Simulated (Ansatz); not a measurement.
**SiC: normal modes**

This session takes SiC and sets out to get the zone-centre phonons.

Program: Ansatz 0.2.0. Level of theory: DFT PBE, scalar-relativistic, plane waves, PAW. These are calculated values, not measurements.

3 further runs of the same task are left out: 3 set aside as unsound or not needed.

### Step 1. The starting structure

Symmetry: P6_3mc, No. 186, hexagonal system. Conventional cell: a = 3.092 Å, b = 3.092 Å, c = 5.074 Å, α = 90.00°, β = 90.00°, γ = 120.00°. Si (site symmetry 3m) is surrounded by 4 C at 1.89 to 1.91 Å. Around C (site symmetry 3m) lie 4 Si at 1.89 to 1.91 Å.

As a file:

```xyz
8
Lattice="-3.0918 0.0000 0.0000 0.0000 0.0000 -5.0740 0.0000 -5.3551 0.0000" Properties=species:S:1:pos:R:3 pbc="T T T"
Si   -1.5459   -0.8925   -5.0509
Si    0.0000   -3.5701   -5.0509
Si    0.0000   -1.7850   -2.5139
Si   -1.5459   -4.4626   -2.5139
C    -1.5459   -0.8925   -3.1437
C     0.0000   -3.5701   -3.1437
C     0.0000   -1.7850   -0.6067
C    -1.5459   -4.4626   -0.6067
```

It is built from the cell relaxed beforehand with the same method (10.50 Å³/atom).

### Step 2. The undisturbed cell

input.yaml

```yaml
crystal:
  lattice:
    - [-3.0917664085, 0.0, 0.0]
    - [0.0, 0.0, -5.074021175]
    - [1.0e-10, -5.3550965047, 0.0]
  atoms:
    - { symbol: Si, position: [0.5, 0.9954364679, 0.1666666667] }
    - { symbol: Si, position: [0.0, 0.9954364679, 0.6666666667] }
    - { symbol: Si, position: [0.0, 0.4954364679, 0.3333333333] }
    - { symbol: Si, position: [0.5, 0.4954364679, 0.8333333333] }
    - { symbol: C, position: [0.5, 0.6195635321, 0.1666666667] }
    - { symbol: C, position: [0.0, 0.6195635321, 0.6666666667] }
    - { symbol: C, position: [0.0, 0.1195635321, 0.3333333333] }
    - { symbol: C, position: [0.5, 0.1195635321, 0.8333333333] }
basis:
  ecutwfc: 420
kpoints:
  mp_grid: { grid: [10, 6, 6] }
hamiltonian:
  xc: pbe
scf:
  occupations: { method: gaussian, width: 0.05 }
output:
  forces: true
  stress: true
  eigenvalues: true
  write_density: true
  write_potential: true
  elf: true
  volumetric_format: npy
```

The run is started by

```
$ ansatz run input.yaml --threads 2 --pin off --max-ram 5120MiB --backend cpu --events-out ev --progress --plain --runs-dir out
```

What it wrote, shortened:

```text
Warning: RAYON_NUM_THREADS=2 ignored (pool sized by the plan → 2); use --threads N
[...]
Pseudopotentials: kind: paw
Pseudopotential: Si, paw, valence charge 4, recommended cutoff 420 eV (normal), Si.paw.azcp
Pseudopotential: C, paw, valence charge 4, recommended cutoff 420 eV (normal), C.paw.azcp
Functional definition: PBE
[...]
Crystal: 8 atoms, lattice volume = 84.009 Å³
Basis set: ecut = 420 eV, 1639 PW (Γ), exchange–correlation on 48×72×72 points (8 copies of the dense FFT grid, shifted against one another)
Bands: 24, of which v1, the nominal top of the filled ones, is band 16 counted from 1 (15 counted from 0)
Symmetry: 8 space group operations
Space group: P63mc (ITA 186), of the structure as read, at distance tolerance 4.4e-5 Å
k-points: 96 of 360 (time reversal used)
[...]
SCF iter   1: F=—  HF=-3548.618059 eV  |F-HF|=—  |Δ(HF+E_count)|=         —  Δρ=2.68e-3  dr2=6.56e-3  ethr=1.77e-3  ⟨swp⟩=6.2  Hψ=12890  notcnv=0  defer=18
[...]
SCF iter   6: F=-3548.618155 eV  HF=-3548.618155 eV  |F-HF|=4.39e-10  |Δ(HF+E_count)|=   5.05e-8  Δρ=7.17e-7  dr2=2.50e-10  ethr=9.08e-11  ⟨swp⟩=10.2  Hψ=15078  notcnv=0
[...]
SCF converged after 6 iterations
Free energy (F): -3548.618155 eV
[...]
E sigma→0 (E₀):  -3548.618155 eV
Fermi energy:    10.610939 eV
[...]
--- Forces (eV/Å), atoms counted from 1 ---
  atom   1  Si     0.00000000    -0.00004087     0.00323746
  atom   2  Si     0.00000000    -0.00004087     0.00323746
  atom   3  Si    -0.00000000     0.00004087     0.00323746
  atom   4  Si    -0.00000000     0.00004087     0.00323746
  atom   5  C      0.00000000    -0.00006542    -0.00324203
  atom   6  C      0.00000000    -0.00006542    -0.00324203
  atom   7  C     -0.00000000     0.00006542    -0.00324203
  atom   8  C     -0.00000000     0.00006542    -0.00324203
[...]
--- Stress (GPa, compression-positive) ---
        0.044887       0.000000       0.000000
        0.000000       0.041864      -0.000000
        0.000000      -0.000000       0.022251
  P = ⅓ Tr σ = 0.0363 GPa (0.363 kbar)
--- Band table (eV; the first three rows and the last of 96) ---
  k-point 0: bands = ["-6.0089", "-2.7371", "-2.4993", "-1.2798", "0.8290", "1.7114", "3.1829", "4.0633", "6.1485", "6.1980", "8.1287", "8.1287", "8.2468", "9.3296", "9.4369", "9.4369", "12.1922", "13.6495", "14.1077", "15.4685", "16.0163", "16.0163", "16.1936", "16.5109"]
[...]
```

Wall time 12 s (2 threads of Arm Neoverse V1, shared host); peak memory 0.42 GiB.

Density in a lattice plane of the grid's cell (edges 5.07 and 5.36 Å, at 0.000 of the third edge), which holds Si and C.

Values in e/Å³, 12 rows by 12 columns:
```
0.14 0.14 0.10 0.07 0.06 0.09 0.14 0.16 0.12 0.08 0.07 0.10
0.27 0.29 0.19 0.11 0.09 0.18 0.37 0.53 0.44 0.28 0.21 0.22
0.20 0.31 0.26 0.13 0.11 0.27 0.80 1.44 1.32 0.81 0.52 0.29
0.06 0.18 0.24 0.13 0.11 0.31 1.05 1.77 1.80 1.28 0.74 0.26
0.30 0.44 0.33 0.16 0.13 0.31 0.89 1.61 1.41 0.83 0.53 0.32
0.68 0.90 0.64 0.34 0.25 0.36 0.68 0.90 0.64 0.34 0.25 0.36
0.89 1.61 1.41 0.83 0.53 0.32 0.30 0.44 0.33 0.16 0.13 0.31
1.05 1.77 1.80 1.28 0.74 0.26 0.06 0.18 0.24 0.13 0.11 0.31
0.80 1.44 1.32 0.81 0.52 0.29 0.20 0.31 0.26 0.13 0.11 0.27
0.37 0.53 0.44 0.28 0.21 0.22 0.27 0.29 0.19 0.11 0.09 0.18
0.14 0.16 0.12 0.08 0.07 0.10 0.14 0.14 0.10 0.07 0.06 0.09
0.08 0.09 0.07 0.05 0.04 0.06 0.08 0.09 0.07 0.05 0.04 0.06
```
Columns run along the first of these edges and rows up along the second, over one cell in 12 and 12 even steps from the bottom left corner. Atoms in the plane (fractional): Si at (1.00, 0.67), Si at (0.50, 0.33), C at (0.62, 0.67), C at (0.12, 0.33).

ELF in the same plane.

Ten even steps from '0' (0.02) to '9' (0.92):
```
0000000000011000000000
2211000001233322111111
3332100002466665443222
2333210013678777776532
1223210014677656898731
3112210014675114899842
4212210014674104899842
2445420014787546899731
7898742125899988887544
9999865435799998654357
9998888754478987421258
8754689973124454200147
7410489984242122100146
7511489984231122100146
7765689873112232100146
7877777653223332100136
6666544322233321000024
3332211111122110000012
1100000000000000000000
0000000000000000000000
```
Columns run along the first of these edges and rows up along the second, over one cell in 22 and 20 even steps from the bottom left corner. Atoms in the plane (fractional): Si at (1.00, 0.67), Si at (0.50, 0.33), C at (0.62, 0.67), C at (0.12, 0.33).

Both are smooth fields of the valence electrons: close to the nuclei they are not physical.

The highest ELF values outside the cores: 0.93 on the Si–C line, 1.0 Å from Si.

The cell is repeated 2 times, 8 atoms in all. The reference gives a free energy of -3548.6182 eV, pressure 0.04 GPa, largest force 0.003 eV/Å and gap on the mesh 2.35 eV.

### Step 3. Changed: dispersion d3bjatm, preconditioner ldos, chi_scale 0.0

Changes to input.yaml since step 2:

```diff
@@ -20,11 +20,10 @@
   xc: pbe
+  dispersion: d3bjatm
 scf:
   occupations: { method: gaussian, width: 0.05 }
+  mixing: { preconditioner: ldos }
+  initial_density: { chi_scale: 0.0 }
 output:
   forces: true
+  eigenvalues: true
   stress: true
-  eigenvalues: true
-  write_density: true
-  write_potential: true
-  elf: true
-  volumetric_format: npy
```

The run is started by

```
$ ansatz run input.yaml --threads 2 --pin off --max-ram 5120MiB --backend cpu --events-out ev --progress --plain --runs-dir out
```

What it wrote:

```text
Warning: RAYON_NUM_THREADS=2 ignored (pool sized by the plan → 2); use --threads N
Engine: ansatz 0.2.0, aarch64-unknown-linux-gnu
[... 4 set-up lines as earlier in the session ...]
  parameter kappa = 0.804
  parameter beta = 0.06672455060314922
  exchange = pbe_x(kappa = kappa, mu = beta*pi^2/3)
  correlation = pbe_c(beta = beta)
Crystal: 8 atoms, lattice volume = 84.009 Å³
Basis set: ecut = 420 eV, 1639 PW (Γ), exchange–correlation on 48×72×72 points (8 copies of the dense FFT grid, shifted against one another)
Bands: 24, of which v1, the nominal top of the filled ones, is band 16 counted from 1 (15 counted from 0)
[... 2 set-up lines as earlier in the session ...]
k-points: 96 of 360 (time reversal used)
Non-local potential: Si, projectors of the file, l = 0: 2, l = 1: 2, l = 2: 2
Non-local potential: C, projectors of the file, l = 0: 2, l = 1: 2, l = 2: 1
PAW form: soft (Blöchl's): semilocal exchange-correlation on the pseudo side does not see the compensation charge
PAW one-centre angular grid: Si, 110 points (default); XC on 64 Gauss nodes
PAW one-centre angular grid: C, 110 points (default); XC on 64 Gauss nodes
Initial density: superposition of atomic densities (chi_scale 0, normalization cell)
Initial wavefunctions: pseudopotential atomic-orbital guess
Functional: x = pbe(κ = 0.804, μ = 0.2195149727645171), c = pbe(β = 0.06672455060314922)
SCF iter   1: F=—  HF=-3557.844975 eV  |F-HF|=—  |Δ(HF+E_count)|=         —  Δρ=1.50e-1  dr2=2.32e1  ethr=3.10e-3  ⟨swp⟩=6.2  Hψ=12364  notcnv=0  defer=1
SCF iter   2: F=—  HF=-3564.022348 eV  |F-HF|=—  |Δ(HF+E_count)|=    6.18e0  Δρ=2.03e-1  dr2=3.89e1  ethr=3.10e-3  ⟨swp⟩=5.1  Hψ=8412  notcnv=0  defer=303
SCF iter   3: F=—  HF=-3551.398467 eV  |F-HF|=—  |Δ(HF+E_count)|=    1.26e1  Δρ=4.63e-2  dr2=1.71e0  ethr=3.10e-3  ⟨swp⟩=3.6  Hψ=6150  notcnv=0  defer=313
SCF iter   4: F=—  HF=-3550.855263 eV  |F-HF|=—  |Δ(HF+E_count)|=   5.43e-1  Δρ=6.01e-3  dr2=2.04e-2  ethr=3.10e-3  ⟨swp⟩=2.3  Hψ=4248  notcnv=0  defer=224
automatic band count: iteration 4 solves 23 bands in place of 24: the levels show a gap, and the empty bands left out lie too high to hold charge; the band table lists the bands solved (type scf.n_extra_bands for more)
SCF iter   5: F=—  HF=-3550.848250 eV  |F-HF|=—  |Δ(HF+E_count)|=   7.01e-3  Δρ=1.61e-3  dr2=1.41e-3  ethr=6.38e-5  ⟨swp⟩=2.6  Hψ=4124  notcnv=0  defer=226
SCF iter   6: F=—  HF=-3550.847762 eV  |F-HF|=—  |Δ(HF+E_count)|=   4.88e-4  Δρ=7.22e-5  dr2=2.35e-6  ethr=4.41e-6  ⟨swp⟩=2.0  Hψ=3327  notcnv=0  defer=130
automatic band count: iteration 6 solves 22 bands in place of 23: the levels show a gap, and the empty bands left out lie too high to hold charge; the band table lists the bands solved (type scf.n_extra_bands for more)
SCF iter   7: F=—  HF=-3550.847880 eV  |F-HF|=—  |Δ(HF+E_count)|=   1.18e-4  Δρ=1.42e-5  dr2=1.43e-7  ethr=3.13e-10  ⟨swp⟩=11.4  Hψ=13305  notcnv=0
SCF iter   8: F=-3550.847880 eV  HF=-3550.847880 eV  |F-HF|=2.78e-10  |Δ(HF+E_count)|=   7.08e-9  Δρ=2.57e-6  dr2=3.98e-9  ethr=3.13e-10  ⟨swp⟩=4.3  Hψ=7152  notcnv=0
SCF 1 converged in 8 iterations: F = -3550.847880 eV  dr2 = 3.98e-9
SCF converged after 8 iterations
Free energy (F): -3550.847880 eV
Harris-Foulkes:  -3550.847880 eV  (|F-HF|=2.78e-10)
Internal energy: -3550.847880 eV  (E = F + TS)
E sigma→0 (E₀):  -3550.847880 eV
Fermi energy:    10.610921 eV
--- Per-component energies (eV) ---
  E_band       = 110.206110
  E_kinetic    = 539.966110
  E_local      = -424.803419  (includes V_loc(G=0)·N_el)
  E_nonlocal   = 206.565034
  E_hartree    = 130.658380
  E_xc         = -421.099670
  E_vxc        = -436.295918  (∫ρ·V_xc dr)
  E_paw        = -2448.050531  (= ΣΔE_a)
  E_vpaw       = -36.542339  (= ΣTr[D̂ρ^β])
  E_aug_tail   = 0.000050  (compensation charges beyond the density's cutoff)
  E_ewald      = -1131.854109
  E_disp       = -2.229725  (pairwise vdW)
  E_smearing   = -0.000000  (= −TS)
  E_closure    = 0.000000  (closes the sum)
  Σ components = -3550.847880   (vs F -3550.847880, Δ=0.00e0)
--- Forces (eV/Å), atoms counted from 1 ---
  atom   1  Si     0.00000000    -0.00004128     0.00391416
  atom   2  Si     0.00000000    -0.00004128     0.00391416
  atom   3  Si    -0.00000000     0.00004128     0.00391416
  atom   4  Si    -0.00000000     0.00004128     0.00391416
  atom   5  C      0.00000000    -0.00007020    -0.00389434
  atom   6  C      0.00000000    -0.00007020    -0.00389434
  atom   7  C     -0.00000000     0.00007020    -0.00389434
  atom   8  C     -0.00000000     0.00007020    -0.00389434
  max |Σ_I F_I| component: 7.93e-5 eV/Å
--- Stress (GPa, compression-positive) ---
       -3.978864       0.000000       0.000000
        0.000000      -3.981856      -0.000000
       -0.000000      -0.000000      -3.945318
  P = ⅓ Tr σ = -3.9687 GPa (-39.687 kbar)
--- Band table (eV; the first three rows and the last of 96) ---
  k-point 0: bands = ["-6.0089", "-2.7371", "-2.4993", "-1.2798", "0.8290", "1.7113", "3.1829", "4.0633", "6.1485", "6.1980", "8.1287", "8.1287", "8.2468", "9.3296", "9.4369", "9.4369", "12.1921", "13.6495", "14.1077", "15.4685", "16.0163", "16.0163"]
  k-point 1: bands = ["-5.8898", "-3.3010", "-2.3976", "-1.0120", "0.9381", "1.6781", "3.5627", "3.9116", "6.2418", "6.7082", "7.4479", "7.9208", "8.3207", "8.9729", "9.2521", "9.3699", "12.3417", "13.8074", "14.5239", "15.5154", "15.9855", "16.2619"]
  k-point 2: bands = ["-5.5357", "-4.1846", "-2.1013", "-1.1575", "1.2557", "2.0373", "3.3021", "5.0827", "5.9731", "6.5144", "7.4497", "7.6218", "7.8589", "8.5300", "8.9699", "9.1496", "12.7726", "14.2377", "14.3213", "16.0631", "16.4535", "16.4864"]
  k-point 95: bands = ["-1.8826", "-1.8826", "-1.8826", "-1.8826", "1.2459", "1.2459", "1.2459", "1.2459", "7.0142", "7.0142", "7.0142", "7.0142", "7.1252", "7.1252", "7.1252", "7.1252", "12.6910", "12.6910", "12.6910", "12.6910", "14.6313", "14.6313"]
```

Run time: 13 s. Hardware: 2 threads of Arm Neoverse V1, shared host; peak memory 0.4 GiB.

| run | ending | energy change | pressure (GPa) | gap (eV) | force (eV/Å) | cycles | time |
| --- | --- | --- | --- | --- | --- | --- | --- |
| step 2 | converged | 0 | 0.0 | 2.35 | 0.00 | 6 | 12 s |
| variant | converged | -278.7 meV/atom (offset of the dispersion model) | -4.0 | 2.35 | 0.00 | 8 | 13 s |

Changing the dispersion term, mixing and start moves the energy by -278.7 meV/atom, and the pressure goes from 0.0 to -4.0 GPa. Mixing only sets the path, so the shift comes from the other change. The dispersion term adds attraction between atoms and pulls the pressure down.

### Step 4. Zone-centre phonons by finite displacements

Changes to input.yaml since step 2:

```diff
@@ -4,3 +4,3 @@
     - [0.0, 0.0, -5.074021175]
-    - [1.0e-10, -5.3550965047, 0.0]
+    - [0.0, -5.3550965047, 0.0]
   atoms:
@@ -23,8 +23,8 @@
 output:
-  forces: true
-  stress: true
   eigenvalues: true
-  write_density: true
-  write_potential: true
-  elf: true
-  volumetric_format: npy
+phonons:
+  method: fd
+  supercell: [1, 1, 1]
+  amplitude: 0.02
+  eigenvectors: true
+  dielectric: false
```

The run is started by

```
$ ansatz run input.yaml --threads 2 --pin off --max-ram 5120MiB --backend cpu --events-out ev --progress --plain --runs-dir out
```

What it wrote, shortened:

```text
Warning: RAYON_NUM_THREADS=2 ignored (pool sized by the plan → 2); use --threads N
[...]
[... 4 set-up lines as earlier in the session ...]
[...]
Crystal: 8 atoms, lattice volume = 84.009 Å³
Basis set: ecut = 420 eV, 1639 PW (Γ), exchange–correlation on 48×72×72 points (8 copies of the dense FFT grid, shifted against one another)
Bands: 24, of which v1, the nominal top of the filled ones, is band 16 counted from 1 (15 counted from 0)
[... 1 set-up line as earlier in the session ...]
k-points: 96 of 360 (time reversal used)
[...]
SCF iter   1: F=—  HF=-3548.618059 eV  |F-HF|=—  |Δ(HF+E_count)|=         —  Δρ=2.68e-3  dr2=6.56e-3  ethr=1.77e-3  ⟨swp⟩=6.2  Hψ=12890  notcnv=0  defer=18
[...]
Symmetry: 2 space group operations
[...]
  atom   7  C     -0.00000000     0.00006554    -0.00324207
  atom   8  C     -0.00000000     0.00006554    -0.00324207
[...]
--- Band table (eV; the first three rows and the last of 96) ---
[... band rows left out ...]
[...]
--- Phonons: 8 displaced members + reference (amplitude 0.02 Å, Σ member SCF iterations 64) ---
  symmetry images taken by strict's conditions (phonons.symmetry_images: auto; settled by no image being taken that strict refuses)
  ASR residual: 1.205e-3 → 0.000e0 eV/Å²; symmetrization residual: 9.832e-3 eV/Å²
  largest component of a force at the reference: 3.2e-3 eV/Å
  ASR residual per site (eV/Å²): 1.03e-3 1.03e-3 1.03e-3 1.03e-3 1.20e-3 1.20e-3 1.20e-3 1.20e-3
  Γ frequencies (cm⁻¹): 0.00 0.00 0.00 256.52 256.71 257.31 336.87 357.67 428.55 538.58 543.19 584.45 730.18 740.60 743.02 743.13 749.44 754.22 763.84 778.55 778.72 814.83 823.41 834.38
  density of states and harmonic sums: on the 20×12×12 q-mesh, interpolated from the force constants of a 1×1×1 supercell (no non-analytic term)
  largest difference from the sums on the solved wave vectors: F 2.08e-1 eV, S 4.66e-4 and C_V 2.58e-4 eV/K
[...]
```

It took 2 min on 2 threads of Arm Neoverse V1, shared host; peak memory 0.61 GiB.

The modes, lowest first (cm⁻¹, without the LO–TO term): 1: 0, 2: 0, 3: 0, 4: 257, 5: 257, 6: 257, 7: 337, 8: 358, 9: 429, 10: 539, 11: 543, 12: 584, 13: 730, 14: 741, 15: 743, 16: 743, 17: 749, 18: 754, 19: 764, 20: 779, 21: 779, 22: 815, 23: 823, 24: 834. The cell doubles the primitive one, so its zone centre also holds the primitive cell's point q = (0, 1/2, 0). Three modes near zero are the rigid translations.

### Step 5. Results

```
                                                                                quantity                                                    value
                                                                                   modes                                    24 from 0 to 834 cm⁻¹
step 3, run with dispersion d3bjatm, preconditioner ldos, chi_scale 0.0 (against step 2)  -278.7 meV/atom; the pressure goes from 0.0 to -4.0 GPa
```

In words: The cell is stable against its own zone-centre modes, which says nothing of other wave vectors.
